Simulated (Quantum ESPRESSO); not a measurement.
# SiC (Moissanite 3C) (F-43m) in Quantum ESPRESSO: convergence with wavefunction cutoff

Aim: find how far wavefunction cutoff must go before the results for SiC (Moissanite 3C) settle, at PBE. This setting moves, with any that are tied to it; all else stays.

Program: Quantum ESPRESSO 7.5. These are calculated values, not measurements. Logs are shortened: lines on timing, memory, paths and dates and some standing lists are left out, and cuts for length are marked.

### 1 Starting point

It takes space group F-43m (No. 216, cubic). Conventional cell: a = 4.358 Å, b = 4.358 Å, c = 4.358 Å, α = 90.00°, β = 90.00°, γ = 90.00°. Si (site symmetry -43m) has 4 C at 1.89 Å as nearest neighbours. Around C (site symmetry -43m) lie 4 Si at 1.89 Å.

### 2 With wavefunction cutoff 28 Ry

pw.in

```
&CONTROL
  calculation = 'scf'
  prefix = 'pwscf'
  outdir = './tmp'
  pseudo_dir = './pseudo'
  tprnfor = .true.
  tstress = .true.
  disk_io = 'nowf'
/
&SYSTEM
  ibrav = 0
  nat = 2
  ntyp = 2
  ecutwfc = 28
  nbnd = 9
  occupations = 'smearing'
  smearing = 'fd'
  degauss = 0.00999582
/
&ELECTRONS
  conv_thr = 4d-10
  electron_maxstep = 120
  mixing_beta = 0.5
/
ATOMIC_SPECIES
Si    28.0850 Si_ONCV_PBE-1.2.upf
C     12.0110 C_ONCV_PBE-1.2.upf
CELL_PARAMETERS angstrom
   0.0000000000    2.1790000000    2.1790000000
   2.1790000000    0.0000000000    2.1790000000
   2.1790000000    2.1790000000    0.0000000000
ATOMIC_POSITIONS crystal
Si     0.0000000000    0.0000000000    0.0000000000
C      0.7500000000    0.7500000000    0.7500000000
K_POINTS automatic
10 10 10 0 0 0
```

Potentials or basis: SG15 PBE 1.2.

Started as:

```
$ OMP_NUM_THREADS=1 pw.x -in pw.in > pw.out
```

Wall time 1.4 s (1 thread of Intel Xeon Platinum 8488C (Sapphire Rapids), shared host); peak memory 0.05 GiB.

Results:

* Free energy: -261.0158 eV
* Band gap on the k mesh: 1.20 eV, indirect (least direct gap 4.45 eV)

### 3 With wavefunction cutoff 35 Ry

Edit pw.in of step 2 so:

```diff
@@ -13,3 +13,3 @@
   ntyp = 2
-  ecutwfc = 28
+  ecutwfc = 35
   nbnd = 9
```

Potentials or basis: SG15 PBE 1.2.

Started as:

```
$ OMP_NUM_THREADS=1 pw.x -in pw.in > pw.out
```

Run time: 2.8 s. Hardware: 1 thread of Intel Xeon Platinum 8488C (Sapphire Rapids), shared host; peak memory 0.05 GiB.

What came out:

- Free energy: -262.0152 eV
- Band gap on the k mesh: 1.35 eV, indirect (least direct gap 4.48 eV)

### 4 With wavefunction cutoff 42 Ry

Edit pw.in of step 3 so:

```diff
@@ -13,3 +13,3 @@
   ntyp = 2
-  ecutwfc = 35
+  ecutwfc = 42
   nbnd = 9
```

Started as:

```
$ OMP_NUM_THREADS=1 pw.x -in pw.in > pw.out
```

Run time: 2.5 s. Hardware: 1 thread of Intel Xeon Platinum 8488C (Sapphire Rapids), shared host; peak memory 0.05 GiB.

What came out:

* Free energy: -262.4491 eV
* Band gap on the k mesh: 1.35 eV, indirect (least direct gap 4.51 eV)

### 5 With wavefunction cutoff 49 Ry

Edit pw.in of step 4 so:

```diff
@@ -13,3 +13,3 @@
   ntyp = 2
-  ecutwfc = 42
+  ecutwfc = 49
   nbnd = 9
```

Started as:

```
$ OMP_NUM_THREADS=1 pw.x -in pw.in > pw.out
```

Run time: 2.5 s. Hardware: 1 thread of Intel Xeon Platinum 8488C (Sapphire Rapids), shared host; peak memory 0.05 GiB.

Results:

```yaml
Free_energy: -262.6700 eV
Band_gap_on_the_k_mesh: 1.38 eV, indirect (least direct gap 4.53 eV)
```

### 6 With wavefunction cutoff 56 Ry

Edit pw.in of step 5 so:

```diff
@@ -13,3 +13,3 @@
   ntyp = 2
-  ecutwfc = 49
+  ecutwfc = 56
   nbnd = 9
```

Potentials or basis: SG15 PBE 1.2.

Started as:

```
$ OMP_NUM_THREADS=1 pw.x -in pw.in > pw.out
```

It took 4.6 s on 1 thread of Intel Xeon Platinum 8488C (Sapphire Rapids), shared host; peak memory 0.05 GiB.

It converged, with:

```yaml
Free_energy: -262.7594 eV
Band_gap_on_the_k_mesh: 1.38 eV, indirect (least direct gap 4.53 eV)
```

### 7 With wavefunction cutoff 63 Ry

Edit pw.in of step 6 so:

```diff
@@ -13,3 +13,3 @@
   ntyp = 2
-  ecutwfc = 56
+  ecutwfc = 63
   nbnd = 9
```

Started as:

```
$ OMP_NUM_THREADS=1 pw.x -in pw.in > pw.out
```

Run time: 4.5 s. Hardware: 1 thread of Intel Xeon Platinum 8488C (Sapphire Rapids), shared host; peak memory 0.05 GiB.

The run converged. Its results:

```yaml
Free_energy: -262.7940 eV
Band_gap_on_the_k_mesh: 1.39 eV, indirect (least direct gap 4.53 eV)
```

### 8 With wavefunction cutoff 70 Ry

Edit pw.in of step 7 so:

```diff
@@ -13,3 +13,3 @@
   ntyp = 2
-  ecutwfc = 63
+  ecutwfc = 70
   nbnd = 9
```

Started as:

```
$ OMP_NUM_THREADS=1 pw.x -in pw.in > pw.out
```

It took 5.2 s on 1 thread of Intel Xeon Platinum 8488C (Sapphire Rapids), shared host; peak memory 0.05 GiB.

Results (log left out):

* Free energy: -262.8044 eV
* Band gap on the k mesh: 1.39 eV, indirect (least direct gap 4.54 eV)

### 9 With wavefunction cutoff 84 Ry

Edit pw.in of step 8 so:

```diff
@@ -13,3 +13,3 @@
   ntyp = 2
-  ecutwfc = 70
+  ecutwfc = 84
   nbnd = 9
```

Potentials or basis: SG15 PBE 1.2.

Started as:

```
$ OMP_NUM_THREADS=1 pw.x -in pw.in > pw.out
```

Wall time 7.5 s (1 thread of Intel Xeon Platinum 8488C (Sapphire Rapids), shared host); peak memory 0.05 GiB.

The run converged. Its results:

| Property | Result |
| --- | --- |
| Free energy | -262.8075 eV |
| Band gap on the k mesh | 1.38 eV, indirect (least direct gap 4.53 eV) |

### 10 With wavefunction cutoff 105 Ry

Edit pw.in of step 9 so:

```diff
@@ -13,3 +13,3 @@
   ntyp = 2
-  ecutwfc = 84
+  ecutwfc = 105
   nbnd = 9
```

Potentials or basis: SG15 PBE 1.2.

Started as:

```
$ OMP_NUM_THREADS=1 pw.x -in pw.in > pw.out
```

pw.out:

```text
This program is part of the open-source Quantum ESPRESSO suite
     for quantum simulation of materials; please cite
[... 9 lines left out ...]
     --------------------
     sticks:   dense  smooth     PW     G-vecs:    dense   smooth      PW
     Sum         967     967    301                20179    20179    3383

     Using Slab Decomposition

     bravais-lattice index     =            0
     lattice parameter (alat)  =       5.8233  a.u.
     unit-cell volume          =     139.6363 (a.u.)^3
     number of atoms/cell      =            2
     number of atomic types    =            2
     number of electrons       =         8.00
     number of Kohn-Sham states=            9
     kinetic-energy cutoff     =     105.0000  Ry
     charge density cutoff     =     420.0000  Ry
     scf convergence threshold =      4.0E-10
     mixing beta               =       0.5000
     number of iterations used =            8  plain     mixing
     Exchange-correlation= PBE
                           (   1   4   3   4   0   0   0)

     celldm(1)=   5.823326  celldm(2)=   0.000000  celldm(3)=   0.000000
     celldm(4)=   0.000000  celldm(5)=   0.000000  celldm(6)=   0.000000

     crystal axes: (cart. coord. in units of alat)
               a(1) = (   0.000000   0.707107   0.707107 )
               a(2) = (   0.707107   0.000000   0.707107 )
               a(3) = (   0.707107   0.707107   0.000000 )

     reciprocal axes: (cart. coord. in units 2 pi/alat)
               b(1) = ( -0.707107  0.707107  0.707107 )
               b(2) = (  0.707107 -0.707107  0.707107 )
               b(3) = (  0.707107  0.707107 -0.707107 )

     PseudoPot. # 1 for Si read from file:
     Si_ONCV_PBE-1.2.upf
     Pseudo is Norm-conserving, Zval =  4.0
     Generated using ONCVPSP code by D. R. Hamann
     Using radial grid of  602 points,  4 beta functions with:
                l(1) =   0
                l(2) =   0
                l(3) =   1
                l(4) =   1

     PseudoPot. # 2 for C  read from file:
     C_ONCV_PBE-1.2.upf
     Pseudo is Norm-conserving, Zval =  4.0
     Generated using ONCVPSP code by D. R. Hamann
     Using radial grid of  602 points,  4 beta functions with:
                l(1) =   0
                l(2) =   0
                l(3) =   1
                l(4) =   1

     atomic species   valence    mass     pseudopotential
     Si                4.00    28.08500     Si( 1.00)
     C                 4.00    12.01100     C ( 1.00)

     24 Sym. Ops. (no inversion) found

   Cartesian axes

     site n.     atom                  positions (alat units)
         1        Si     tau(   1) = (   0.0000000   0.0000000   0.0000000  )
         2        C      tau(   2) = (   1.0606602   1.0606602   1.0606602  )

     number of k points=    47  Fermi-Dirac smearing, width (Ry)=  0.0100
                       cart. coord. in units 2pi/alat
        k(    1) = (   0.0000000   0.0000000   0.0000000), wk =   0.0020000
        k(    2) = (   0.0707107   0.0707107  -0.0707107), wk =   0.0160000
        k(    3) = (   0.1414214   0.1414214  -0.1414214), wk =   0.0160000
        k(    4) = (   0.2121320   0.2121320  -0.2121320), wk =   0.0160000
        k(    5) = (   0.2828427   0.2828427  -0.2828427), wk =   0.0160000
        k(    6) = (  -0.3535534  -0.3535534   0.3535534), wk =   0.0080000
[... 39 lines left out ...]
        k(   46) = (  -0.0707107  -0.3535534   0.6363961), wk =   0.0480000
        k(   47) = (  -0.7071068   0.2828427   0.0000000), wk =   0.0240000

     Dense  grid:    20179 G-vectors     FFT dimensions: (  40,  40,  40)

     Initial potential from superposition of free atoms

     starting charge       7.9468, renormalised to       8.0000
     Starting wfcs are random

     Self-consistent Calculation

     iteration #  1     ecut=   105.00 Ry     beta= 0.50
     Davidson diagonalization with overlap
     ethr =  1.00E-02,  avg # of iterations =  8.3

     total energy              =     -19.22995274 Ry
     estimated scf accuracy    <       0.39219185 Ry

     iteration #  2     ecut=   105.00 Ry     beta= 0.50
     Davidson diagonalization with overlap
     ethr =  4.90E-03,  avg # of iterations =  1.4

     total energy              =     -19.31360186 Ry
     estimated scf accuracy    <       0.01336138 Ry

     iteration #  3     ecut=   105.00 Ry     beta= 0.50
     Davidson diagonalization with overlap
     ethr =  1.67E-04,  avg # of iterations =  2.3

     total energy              =     -19.31595387 Ry
     estimated scf accuracy    <       0.00249343 Ry

     iteration #  4     ecut=   105.00 Ry     beta= 0.50
     Davidson diagonalization with overlap
     ethr =  3.12E-05,  avg # of iterations =  2.3

     total energy              =     -19.31606976 Ry
     estimated scf accuracy    <       0.00014154 Ry

     iteration #  5     ecut=   105.00 Ry     beta= 0.50
     Davidson diagonalization with overlap
     ethr =  1.77E-06,  avg # of iterations =  3.8

     total energy              =     -19.31610746 Ry
     estimated scf accuracy    <       0.00000471 Ry

     iteration #  6     ecut=   105.00 Ry     beta= 0.50
     Davidson diagonalization with overlap
     ethr =  5.89E-08,  avg # of iterations =  2.0

     total energy              =     -19.31610868 Ry
     estimated scf accuracy    <       0.00000008 Ry

     iteration #  7     ecut=   105.00 Ry     beta= 0.50
     Davidson diagonalization with overlap
     ethr =  1.06E-09,  avg # of iterations =  2.5

     total energy              =     -19.31610874 Ry
     estimated scf accuracy    <       0.00000001 Ry

     iteration #  8     ecut=   105.00 Ry     beta= 0.50
     Davidson diagonalization with overlap
     ethr =  1.65E-10,  avg # of iterations =  2.0

     End of self-consistent calculation

          k = 0.0000 0.0000 0.0000 (  2637 PWs)   bands (ev):

    -5.9093   9.4500   9.4500   9.4500  15.7043  16.8204  16.8204  16.8204
    23.9195

          k = 0.0707 0.0707-0.0707 (  2556 PWs)   bands (ev):

    -5.7141   8.4521   9.3191   9.3191  15.9745  17.0609  17.0609  17.0696
    22.9883

          k = 0.1414 0.1414-0.1414 (  2553 PWs)   bands (ev):

    -5.1369   6.3469   9.0179   9.0179  15.6898  17.4134  17.4134  18.2408
    22.3322

          k = 0.2121 0.2121-0.2121 (  2551 PWs)   bands (ev):

    -4.2134   4.0436   8.7068   8.7068  15.2743  17.2678  17.2678  19.2032
    23.1524

          k = 0.2828 0.2828-0.2828 (  2536 PWs)   bands (ev):

    -3.0710   1.9945   8.4911   8.4911  14.9989  16.8868  16.8868  19.4922
    25.0659

          k =-0.3536-0.3536 0.3536 (  2512 PWs)   bands (ev):

    -2.3435   0.9540   8.4155   8.4155  14.9062  16.7182  16.7182  19.4998
    25.6459

          k = 0.1414-0.0000 0.0000 (  2573 PWs)   bands (ev):
[... 99 lines left out ...]
          k =-0.0000-0.4243 0.4243 (  2536 PWs)   bands (ev):

    -1.8430   2.7476   4.2302   7.6907  13.9392  18.8228  19.4753  20.2700
    22.9360

          k = 0.5657-0.0000 0.0000 (  2518 PWs)   bands (ev):

    -2.0505   3.0340   6.5102   6.5102  11.3073  14.1087  22.6975  22.6975
    23.5112

          k =-0.0707-0.6364 0.6364 (  2522 PWs)   bands (ev):

    -1.2187   2.1820   5.6587   6.4495  11.4747  14.4951  22.7834  22.7932
    23.8755

          k = 0.0000-0.5657 0.5657 (  2542 PWs)   bands (ev):

    -0.8247   2.0591   4.3639   6.6823  12.1790  16.1646  21.9523  22.4062
    22.9105

          k =-0.7071 0.0000 0.0000 (  2498 PWs)   bands (ev):

    -0.8893   1.6860   6.3000   6.3000  10.8353  13.7925  23.4816  23.4816
    24.2086

          k = 0.2828 0.1414 0.0000 (  2552 PWs)   bands (ev):

    -4.6303   6.0357   7.4242   8.6875  15.3108  17.0989  18.0567  18.6942
    21.0487

          k = 0.3536 0.2121-0.0707 (  2550 PWs)   bands (ev):

    -3.7240   4.2536   6.7403   8.2891  15.1628  17.1776  18.1401  19.0193
    21.9432

          k =-0.2828-0.4243 0.5657 (  2529 PWs)   bands (ev):

    -2.6128   2.3878   6.5103   7.8452  14.9748  16.6765  18.7392  19.7177
    23.0595

          k =-0.2121-0.3536 0.4950 (  2532 PWs)   bands (ev):

    -1.9188   1.4177   6.4682   7.6506  14.9064  16.4620  18.6899  20.5521
    23.5922

          k = 0.4243 0.1414-0.0000 (  2546 PWs)   bands (ev):

    -3.4118   4.5675   6.4563   7.3495  13.6011  16.0543  19.1767  20.7871
    22.4217

          k =-0.2121-0.4950 0.6364 (  2528 PWs)   bands (ev):

    -2.3826   3.1844   5.6606   6.8745  13.7649  16.9308  18.7741  21.0873
    23.1366

          k =-0.1414-0.4243 0.5657 (  2537 PWs)   bands (ev):
[... 9 lines left out ...]
          k = 0.0000-0.2828 0.4243 (  2530 PWs)   bands (ev):

    -2.7678   3.5562   5.2353   7.7429  15.0493  17.3687  18.2993  20.0885
    22.3052

          k =-0.1414-0.5657 0.7071 (  2531 PWs)   bands (ev):

    -1.8792   2.9882   5.8297   6.1720  12.4023  15.2013  20.8575  22.6786
    23.4708

          k =-0.0707-0.4950 0.6364 (  2531 PWs)   bands (ev):

    -1.0434   2.3326   4.6451   6.0770  13.0364  16.5089  20.3260  22.3705
    23.1020

          k =-0.0000-0.4243 0.5657 (  2540 PWs)   bands (ev):

    -0.9977   2.4057   3.9131   6.4749  13.7326  18.1037  19.9629  20.8693
    22.6143

          k =-0.7071 0.1414 0.0000 (  2530 PWs)   bands (ev):

    -0.8149   1.8887   5.6775   5.6847  11.9994  14.9178  22.0586  23.2862
    23.5491

          k =-0.1414-0.4243 0.7071 (  2525 PWs)   bands (ev):

    -1.4415   2.7415   4.6451   6.0221  14.3716  17.7253  18.2777  21.7621
    22.8671

          k =-0.0707-0.3536 0.6364 (  2536 PWs)   bands (ev):

    -0.9195   2.3943   4.3227   5.6379  14.5989  17.9635  19.3232  20.2085
    23.0953

          k =-0.7071 0.2828 0.0000 (  2532 PWs)   bands (ev):

    -0.6837   2.3495   4.6887   4.9199  14.1377  17.5165  19.5158  20.6504
    23.6628

     the Fermi energy is    10.2635 ev

!    total energy              =     -19.31610874 Ry
     estimated scf accuracy    <          1.7E-10 Ry
     smearing contrib. (-TS)   =      -0.00001390 Ry
     internal energy E=F+TS    =     -19.31609484 Ry

     The total energy is F=E-TS. E is the sum of the following terms:
     one-electron contribution =       5.36658239 Ry
     hartree contribution      =       2.34132238 Ry
     xc contribution           =      -6.09277784 Ry
     ewald contribution        =     -20.93122177 Ry

     convergence has been achieved in   8 iterations

     Forces acting on atoms (cartesian axes, Ry/au):

     atom    1 type  1   force =    -0.00000000   -0.00000000    0.00000000
     atom    2 type  2   force =     0.00000000    0.00000000   -0.00000000

     Total force =     0.000000     Total SCF correction =     0.000000

     Computing stress (Cartesian axis) and pressure

          total   stress  (Ry/bohr**3)                   (kbar)     P=       34.33
   0.00023338   0.00000000   0.00000000           34.33        0.00        0.00
   0.00000000   0.00023338  -0.00000000            0.00       34.33       -0.00
   0.00000000  -0.00000000   0.00023338            0.00       -0.00       34.33

=------------------------------------------------------------------------------=
   JOB DONE.
=------------------------------------------------------------------------------=
```

Wall time 11 s (1 thread of Intel Xeon Platinum 8488C (Sapphire Rapids), shared host); peak memory 0.06 GiB.

Results:

* Free energy: -262.8090 eV
* Pressure: 3.4 GPa
* Band gap on the k mesh: 1.39 eV, indirect (least direct gap 4.54 eV)

### 11 The series at a glance

```csv
wavefunction cutoff,"energy less the tightest run, at zero smearing (meV/atom)",gap on the mesh (eV),SCF cycles,CPU time (s),peak memory (GiB)
28 Ry,896.68,1.204,8,1.4,0.05
35 Ry,396.95,1.353,9,2.8,0.05
42 Ry,179.96,1.345,9,2.5,0.05
49 Ry,69.53,1.383,8,2.5,0.05
56 Ry,24.83,1.379,9,4.6,0.05
63 Ry,7.52,1.386,8,4.5,0.05
70 Ry,2.33,1.385,9,5.2,0.05
84 Ry,0.80,1.385,8,7.5,0.05
105 Ry,0.00,1.385,8,11,0.06
```

Against the tightest run, the energy stays within 1 meV/atom from 84 Ry on; the gap on the mesh stays within 0.01 eV from 49 Ry on. The tightest run that finished is the yardstick and may itself not be fully converged.
